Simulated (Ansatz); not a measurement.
# Ge (Fd-3m) in Ansatz: notebook

Aim: see how the results for Ge move with the level of theory and the settings. Levels: r2SCAN-EpsX, r2SCAN0. Tasks: band structure, single point, equation of state.

Program: Ansatz 0.2.0. These are calculated values, not measurements. Logs are shortened: lines on timing, memory, paths and dates and some standing lists are left out, and cuts for length are marked.

**Experimental background.**

From “Electronic and optical properties of SixGe1-x-ySny alloys lattice-matched to Ge”, 2021, arxiv:2109.02782, for a bulk crystal of Ge at 293 K: band gap 0.666 eV (indirect).

The runs below are set against these values where they give the same quantity.

**1. The structure**

The structure is cubic, space group Fd-3m (No. 227). Conventional cell: a = 5.658 Å, b = 5.658 Å, c = 5.658 Å, α = 90.00°, β = 90.00°, γ = 90.00°. Around Ge (site symmetry -43m) lie 4 Ge at 2.45 Å.

**2. Band structure, r2SCAN-EpsX**

input.yaml

```yaml
crystal:
  lattice:
    - [0.0, 2.82891, 2.82891]
    - [2.82891, 0.0, 2.82891]
    - [2.82891, 2.82891, 0.0]
  atoms:
    - { symbol: Ge, position: [0.75, 0.75, 0.75] }
    - { symbol: Ge, position: [0.5, 0.5, 0.5] }
hamiltonian:
  xc:
    exchange: r2scan
    correlation: r2scan
    exx: { coeff: inverse_dielectric }
  pseudopotentials: { kind: paw }
kpoints:
  mp_grid: { grid: [5, 5, 5] }
  band_path:
    path:
      - [[0.0, 0.0, 0.0], [0.5, 0.0, 0.5], [0.5, 0.25, 0.75], [0.375, 0.375, 0.75], [0.0, 0.0, 0.0], [0.5, 0.5, 0.5], [0.625, 0.25, 0.625], [0.5, 0.25, 0.75], [0.5, 0.5, 0.5], [0.375, 0.375, 0.75]]
      - [[0.625, 0.25, 0.625], [0.5, 0.0, 0.5]]
    npoints: 4
scf:
  occupations: { method: fermi_dirac, width: 0.05 }
  n_extra_bands: 6
output:
  forces: true
  stress: true
  eigenvalues: true
  fatbands: false
```

Potentials or basis: Ansatz PAW.

On the command line:

```bash
$ ansatz run input.yaml --threads 2 --pin off --max-ram 5632MiB --backend cpu --events-out ev --progress --plain --runs-dir out
```

The log of the run:

```text
Warning: output.stress: scf.convergence.dr2_threshold = 1e-7 eV (the SCF's general default) is looser than the 2e-10 eV advised for a printed stress (1e-10 eV for each atom of the cell: 2). What an SCF threshold leaves in a stress goes as its square root, and in the free energy as the threshold itself, and one threshold admits the most on a small cell: of the crystals measured, under no hybrid functional and no lock of the moments, on runs that ended without the residual-converged pass, on stresses that held no estimate of that error, the worst erred by over 100 MPa in a component at 1e-7 eV an atom and by under 5 at 1e-10. Set scf.convergence.dr2_threshold to 2e-10 eV or tighter. The threshold is an SCF's pass mark: one that does not reach it within its budget of iterations ends unconverged, or closes short of it on a stop that the run arms, and scf.convergence.dr2_threshold's page says what that costs each kind of run
Warning: output.stress: scf.exx.energy_threshold = 1e-6 eV is looser than the 2e-8 eV advised for a stress under a hybrid functional (1e-8 eV for each atom of the cell: 2). Every SCF of the exchange loop can meet its threshold on dr2 while the loop round them stops early: no threshold on dr2 bounds what that leaves in the stress. Set scf.exx.energy_threshold to 2e-8 eV or tighter. The threshold is the loop's pass mark: a loop that does not reach it within its budget of cycles ends unconverged, and scf.exx.energy_threshold's page has the law
Warning: RAYON_NUM_THREADS=2 ignored (pool sized by the plan → 2); use --threads N
scf.n_extra_bands = 6 over 14 filled bands (N_el = 28.0): the run solves 20 bands
the fraction of exact exchange is that of a crystal of Ge2
Engine: ansatz 0.2.0, x86_64-unknown-linux-gnu
Pseudopotentials: kind: paw
Pseudopotential: Ge, paw, valence charge 14, recommended cutoff 500 eV (meta_gga), Ge.paw.azcp
Functional definition: unnamed
  parameter a_1 = 0.25
  exchange = (1 - a_1)*r2scan_x + a_1*exact_x
  correlation = r2scan_c
  a weight of exact exchange comes from the crystal, and the text's number only plans the run
Solving k-mesh 4×4×4 for the fraction of exact exchange
ε∞ on k-mesh 4×4×4 of a primitive cell, without crystal.supercell, crystal.defects and total_charge: xx 17.0875, yy 17.0875, zz 17.0875; 3/Tr ε∞, of that cell with its empty space = 0.05852247036656507; solved inside the basis of its states, on 8×8×8 points, each entry to 0.0537, at a least direct gap of 0.452 eV
Crystal: 2 atoms, lattice volume = 45.278 Å³
Basis set: ecut = 500 eV, 1139 PW (Γ), exchange–correlation on 120×120×120 points (64 copies of the dense FFT grid, shifted against one another)
Bands: 20, of which v1, the nominal top of the filled ones, is band 14 counted from 1 (13 counted from 0)
Symmetry: 48 space group operations
Space group: Fd-3m (ITA 227), of the structure as read, at distance tolerance 3.6e-5 Å
k-points: 10 of 125
Non-local potential: Ge, projectors of the file, l = 0: 2, l = 1: 2, l = 2: 3, l = 3: 1
PAW form: soft (Blöchl's): semilocal exchange-correlation on the pseudo side does not see the compensation charge
PAW frozen core: Ge, regenerated for the run's functional, and the local potential with it (the file was generated under x = pbe(κ = 0.804, μ = 0.2195149727645171), c = pbe(β = 0.06672455060314922))
PAW one-centre angular grid: Ge, 590 points (default); XC on 160 Gauss nodes
Initial density: superposition of atomic densities (neutral atoms: chi_scale 0, normalization atom), corrected by the library's trained network
Initial wavefunctions: pseudopotential atomic-orbital guess
Functional: x = r2scan, c = r2scan; τ floored in thin density (d = 2e-4 eV/Å³), warm-up for x = 0.9414775296334349 r2scan + 0.05852247036656507 exact, c = r2scan; τ floored in thin density (d = 2e-4 eV/Å³)
SCF iter   1: F=—  HF=-8605.709637 eV  |F-HF|=—  |Δ(HF+E_count)|=         —  Δρ=6.94e-3  dr2=7.05e-3  dr2_τ=4.94e-3  ethr=1.77e-3  ⟨swp⟩=8.3  Hψ=809  notcnv=0
preconditioner: auto → none  [insulator: Δε(μ)=0.392 eV  Ē_g=26.244 eV  σ=0.050 eV  W_gap=0.96  n_scr=14 (ndim 8)  ℏωp=29.2 eV  f_vac=0.075  D(μ)=0.03/eV (n_scr^D=0)]
iter 2 solved again at ethr=2.14e-6 eV; its pass at ethr=2.52e-5 eV (dr2=6.00e-4 eV) is discarded
SCF iter   2: F=—  HF=-8605.721149 eV  |F-HF|=—  |Δ(HF+E_count)|=   1.15e-2  Δρ=1.94e-3  dr2=6.04e-4  dr2_τ=1.68e-5  ethr=2.14e-6  ⟨swp⟩=2.0  Hψ=921  notcnv=0
SCF iter   3: F=—  HF=-8605.721345 eV  |F-HF|=—  |Δ(HF+E_count)|=   1.96e-4  Δρ=1.18e-3  dr2=1.90e-4  dr2_τ=2.95e-6  ethr=2.14e-6  ⟨swp⟩=2.4  Hψ=347  notcnv=0
SCF iter   4: F=-8605.721419 eV  HF=-8605.721418 eV  |F-HF|=8.77e-7  |Δ(HF+E_count)|=   7.32e-5  Δρ=1.53e-4  dr2=3.06e-6  dr2_τ=4.35e-8  ethr=6.79e-7  ⟨swp⟩=2.8  Hψ=353  notcnv=0
SCF 1 stopped early in 4 iterations: F = -8605.721419 eV  dr2 = 3.06e-6
Initial density: handed on by an earlier stage of this run
Initial wavefunctions: those handed on with the density
Functional: x = 0.9414775296334349 r2scan + 0.05852247036656507 exact, c = r2scan; τ floored in thin density (d = 2e-4 eV/Å³)
Frozen-core exchange: fock
SCF iter   1: F=—  HF=-8605.269575 eV  |F-HF|=—  |Δ(HF+E_count)|=         —  Δρ=2.41e-3  dr2=8.81e-4  dr2_τ=9.67e-6  ethr=1.09e-7  ⟨swp⟩=5.8  Hψ=914  notcnv=0
preconditioner: auto → none  [insulator: Δε(μ)=0.707 eV  Ē_g=26.982 eV  σ=0.050 eV  W_gap=1.00  n_scr=14 (ndim 8)  ℏωp=29.2 eV  f_vac=0.080  D(μ)=0.00/eV (n_scr^D=0)]
SCF iter   2: F=—  HF=-8605.269132 eV  |F-HF|=—  |Δ(HF+E_count)|=   4.42e-4  Δρ=4.46e-4  dr2=3.74e-5  dr2_τ=2.72e-7  ethr=1.09e-7  ⟨swp⟩=4.0  Hψ=611  notcnv=0
SCF iter   3: F=—  HF=-8605.269263 eV  |F-HF|=—  |Δ(HF+E_count)|=   1.31e-4  Δρ=5.60e-5  dr2=1.15e-6  dr2_τ=2.08e-8  ethr=1.09e-7  ⟨swp⟩=3.0  Hψ=383  notcnv=0
SCF iter   4: F=—  HF=-8605.269264 eV  |F-HF|=—  |Δ(HF+E_count)|=   4.18e-7  Δρ=2.28e-5  dr2=1.44e-7  dr2_τ=1.81e-9  ethr=3.96e-9  ⟨swp⟩=4.2  Hψ=590  notcnv=0
SCF iter   5: F=-8605.269264 eV  HF=-8605.269264 eV  |F-HF|=2.60e-9  |Δ(HF+E_count)|=   1.70e-8  Δρ=2.47e-6  dr2=4.49e-8  dr2_τ=8.69e-11  ethr=3.60e-10  ⟨swp⟩=3.0  Hψ=518  notcnv=0
SCF 2 converged in 5 iterations: F = -8605.269264 eV  dr2 = 4.49e-8
hybrid outer 1: dexx = +9.540e-5 eV, tail = 1.16e-7 eV
Frozen-core exchange: fock
SCF iter   1: F=—  HF=-8605.269266 eV  |F-HF|=—  |Δ(HF+E_count)|=         —  Δρ=2.98e-6  dr2=1.37e-9  dr2_τ=1.24e-10  ethr=2.07e-9  ⟨swp⟩=5.5  Hψ=509  notcnv=0
preconditioner: auto → none  [insulator: Δε(μ)=0.725 eV  Ē_g=26.944 eV  σ=0.050 eV  W_gap=1.00  n_scr=14 (ndim 8)  ℏωp=29.2 eV  f_vac=0.079  D(μ)=0.00/eV (n_scr^D=0)]
SCF iter   2: F=-8605.269266 eV  HF=-8605.269266 eV  |F-HF|=1.76e-10  |Δ(HF+E_count)|=   3.64e-9  Δρ=7.70e-7  dr2=1.86e-10  dr2_τ=1.09e-11  ethr=4.67e-12  ⟨swp⟩=4.0  Hψ=549  notcnv=0
SCF 3 converged in 2 iterations: F = -8605.269266 eV  dr2 = 1.86e-10
  Residual-converged pass: ⟨swp⟩=2.0  Hψ=275  notcnv=0  max |occ|·‖R‖ = 2.2e-6 eV (tolerance 2.4e-6 eV)  dr2=1.85e-10  dr2_τ=1.09e-11  dr2_onsite=1.83e-10  max |Δocc| = 1.0e-15
hybrid outer 2: dexx = +1.238e-9 eV, tail = 7.66e-10 eV, Δε = 2.48e-4 eV (about 2.48e-5 eV left of the loop's levels)
NSCF: frozen V_eff on 42 k-points
hybrid SCF converged: 2 outer / 7 inner (+4 warm-up), last move |dexx| = 1.24e-9 eV, tail = 7.66e-10 eV
Stability not checked: this state was not tested for a lower state beside it, because the functional holds exact exchange (a hybrid, or Hartree-Fock), whose exchange loop this test does not read (fock_operator; see scf.lower_state_search)
Free energy (F): -8605.269266 eV
Frozen-core exchange: fock
Harris-Foulkes:  -8605.269266 eV  (|F-HF|=1.76e-10)
Internal energy: -8605.269237 eV  (E = F + TS)
E sigma→0 (E₀):  -8605.269251 eV
Entropy (-TS):   -0.000029 eV (-0.014 meV/atom)
Fermi energy:    8.632459 eV
--- Per-component energies (eV) ---
  E_band       = -336.221634
  E_kinetic    = 222.080808
  E_local      = -4945.963208  (includes V_loc(G=0)·N_el)
  E_nonlocal   = 840.924256
  E_hartree    = 2173.925500
  E_xc         = -131.003341
  E_vxc        = -128.304305  (∫ρ·V_xc dr)
  E_exx        = -28.222983  (= α·E_x^exact, valence–valence)
  E_paw        = -4047.689198  (= ΣΔE_a)
  E_vpaw       = -623.339076  (= ΣTr[D̂ρ^β])
  E_aug_tail   = 0.000039  (compensation charges beyond the density's cutoff)
  E_vtau       = 6.974150  (kinetic-family band-sum trace: ∫τ·v_τ [+ j·A + Jᵃ·Aᵃ] dr)
  E_ewald      = -2687.134708
  E_core_change = -2.186403  (= ΣΔE_core)
  E_smearing   = -0.000029  (= −TS)
  E_closure    = 0.000000  (closes the sum)
  Σ components = -8605.269266   (vs F -8605.269266, Δ=0.00e0)
--- Forces (eV/Å), atoms counted from 1 ---
  atom   1  Ge     0.00000000     0.00000000    -0.00000000
  atom   2  Ge     0.00000000     0.00000000     0.00000000
  max |Σ_I F_I| component: 1.85e-17 eV/Å
--- Stress (GPa, compression-positive) ---
        0.199848       0.000000      -0.000000
       -0.000000       0.199848      -0.000000
        0.000000      -0.000000       0.199848
  P = ⅓ Tr σ = 0.1998 GPa (1.998 kbar)
--- Band table (eV; the first three rows and the last of 10) ---
  k-point 0: bands = ["-17.8736", "-17.8736", "-17.8736", "-17.8343", "-17.8343", "-17.6160", "-17.6160", "-17.6160", "-17.5963", "-17.5963", "-5.3223", "8.2682", "8.2682", "8.2682", "8.9929", "11.2703", "11.2703", "11.2703", "15.6164", "18.4938"]
  k-point 1: bands = ["-17.8890", "-17.8890", "-17.8675", "-17.8110", "-17.8110", "-17.6348", "-17.6348", "-17.6231", "-17.5816", "-17.5816", "-4.8064", "4.3384", "7.5508", "7.5508", "9.6703", "12.2048", "12.2048", "13.7377", "17.2313", "17.2943"]
  k-point 2: bands = ["-17.8984", "-17.8984", "-17.8573", "-17.7921", "-17.7921", "-17.6465", "-17.6465", "-17.6349", "-17.5731", "-17.5731", "-3.4833", "0.9020", "6.8476", "6.8476", "9.0686", "12.5881", "12.5881", "16.3295", "18.0339", "19.0329"]
  k-point 9: bands = ["-17.9224", "-17.9170", "-17.8103", "-17.7532", "-17.7431", "-17.7173", "-17.6846", "-17.6594", "-17.5514", "-17.5467", "-2.1995", "0.1404", "3.9563", "4.9778", "12.1990", "12.4808", "13.2188", "16.5372", "18.1813", "19.7117"]
```

Run time: 2.6 min. Hardware: 2 threads of INTEL XEON PLATINUM 8581C at 2.10GHz (Emerald Rapids), shared host; peak memory 1.1 GiB.

Results:

```yaml
Free_energy: -8605.2693 eV
Pressure: 0.2 GPa
Band_gap_on_the_k_mesh: 0.72 eV, direct
Band_gap_along_the_path: 0.72 eV, indirect (least direct gap 0.72 eV)
Share_of_exact_exchange: 0.059
```

Levels at the corners of the path, in eV from the valence-band top:
| point | band 11 | band 12 | band 13 | band 14 | band 15 | band 16 | band 17 | band 18 |
| --- | --- | --- | --- | --- | --- | --- | --- | --- |
| Γ | -13.59 | 0.00 | 0.00 | 0.00 | 0.72 | 3.00 | 3.00 | 3.00 |
| X | -9.41 | -9.41 | -3.30 | -3.30 | 1.22 | 1.22 | 10.53 | 10.53 |
| W | -9.31 | -9.31 | -4.15 | -4.15 | 5.02 | 5.02 | 5.35 | 5.35 |
| K | -9.92 | -8.77 | -4.60 | -2.83 | 1.65 | 4.73 | 8.10 | 8.20 |
| Γ | -13.59 | 0.00 | 0.00 | 0.00 | 0.72 | 3.00 | 3.00 | 3.00 |
| L | -11.35 | -8.04 | -1.51 | -1.51 | 0.72 | 4.29 | 4.29 | 7.96 |
| U | -9.92 | -8.77 | -4.60 | -2.83 | 1.65 | 4.73 | 8.10 | 8.20 |
| W | -9.31 | -9.31 | -4.15 | -4.15 | 5.02 | 5.02 | 5.35 | 5.35 |
| L | -11.35 | -8.04 | -1.51 | -1.51 | 0.72 | 4.29 | 4.29 | 7.96 |
| K | -9.92 | -8.77 | -4.60 | -2.83 | 1.65 | 4.73 | 8.10 | 8.20 |
| U | -9.92 | -8.77 | -4.60 | -2.83 | 1.65 | 4.73 | 8.10 | 8.20 |
| X | -9.41 | -9.41 | -3.30 | -3.30 | 1.22 | 1.22 | 10.53 | 10.53 |

Caveat: the PAW data sets come from PBE, with cores solved anew for the run's functional, which leaves a small shift of forces and pressure; the thresholds are loose for stress.

(Part 1 of 2 ends here.)
